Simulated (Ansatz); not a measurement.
**Moving the choice of potentials or basis in KF**

Symmetry: Fm-3m, No. 225, cubic system. Conventional cell: a = 5.344 Å, b = 5.344 Å, c = 5.344 Å, α = 90.00°, β = 90.00°, γ = 90.00°. K (site symmetry m-3m) has 6 F at 2.67 Å as nearest neighbours. Around F (site symmetry m-3m) lie 6 K at 2.67 Å.

Kept alike: task equation of state; functional PBEsol; k mesh 9 × 9 × 9; occupations fermi-dirac, width 0.05 eV; no spin polarisation. Program: Ansatz. Cutoffs run from 420 to 1500 eV. The mesh is that of the run's cell of 2 atoms. No spin-orbit coupling.

| choice of potentials or basis | volume (Å³/atom) | bulk modulus (GPa) |
| --- | --- | --- |
| Ansatz PAW (files of its older set among them) (made for PBE) | 18.676 | 33.2 |
| Ansatz PAW (made for PBE) | 18.677 | 33.2 |
| JTH PAW (made for PBE) | 18.806 | 33.0 |
| PseudoDojo standard (made for PBE) | 18.633 | 33.3 |
| PseudoDojo stringent (made for PBE) | 18.633 | 33.3 |

Volume and modulus come from cells scaled at fixed shape and fractions.

Problem. What does the choice of potentials or basis change here?

Solution. The volume runs from 18.633 (PseudoDojo standard (made for PBE); PseudoDojo stringent (made for PBE)) to 18.806 Å³/atom (JTH PAW (made for PBE)). The bulk modulus runs from 33.0 (JTH PAW (made for PBE)) to 33.3 GPa (PseudoDojo standard (made for PBE); PseudoDojo stringent (made for PBE)).
